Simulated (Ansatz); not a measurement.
Runs of Ansatz 0.2.0 on MgO. The structure is cubic, space group Fm-3m (No. 225). The conventional cell has a = 4.194 Å, b = 4.194 Å, c = 4.194 Å, α = 90.00°, β = 90.00°, γ = 90.00°. Mg (site symmetry m-3m) is surrounded by 6 O at 2.10 Å. O (site symmetry m-3m) is surrounded by 6 Mg at 2.10 Å. The cell is a database's computed one.

| task | level | k mesh | cutoff (eV) | smearing | points for each segment of the path | atoms under strain | q mesh | mesh quality | gap on the mesh (eV) | pressure (GPa) |
| --- | --- | --- | --- | --- | --- | --- | --- | --- | --- | --- |
| band structure | r2SCAN0 | 6 × 6 × 6 | 500 | fermi-dirac 0.05 eV | 4 | - | - | coarse | 7.96 | (a) |
| elastic constants | LDA | 8 × 8 × 8 | 420 | fixed | - | relaxed | - | not flagged | 4.78 | (b) |
| phonons | LDA | 8 × 8 × 8 | 420 | fixed | 8 | - | 2 × 2 × 2 | not flagged | 4.78 | - |
| Born charges and dielectric tensor | LDA | 11 × 11 × 11 | 420 | fixed | - | - | - | not flagged | 4.78 | - |
| band structure | r2SCANh | 6 × 6 × 6 | 500 | fermi-dirac 0.05 eV | 4 | - | - | coarse | 6.63 | -0.2 |

Alike in all rows: potentials or basis Ansatz PAW; no spin polarisation; cell as given.

Estimate the missing entries.

(a) -2.3; (b) -4.1.

Caveats: some runs use coarse meshes; the PAW data sets come from PBE, with cores solved anew for the run's functional, which leaves a small shift of forces and pressure; the thresholds are loose for stress (some runs); the cell is more than 3 GPa from zero pressure, which shifts response properties (some runs); odd divisions of the mesh miss points on the zone boundary, where band edges often lie, so the gap on the mesh can be too wide (some runs).

Runs at the PBE level aren't shown here.
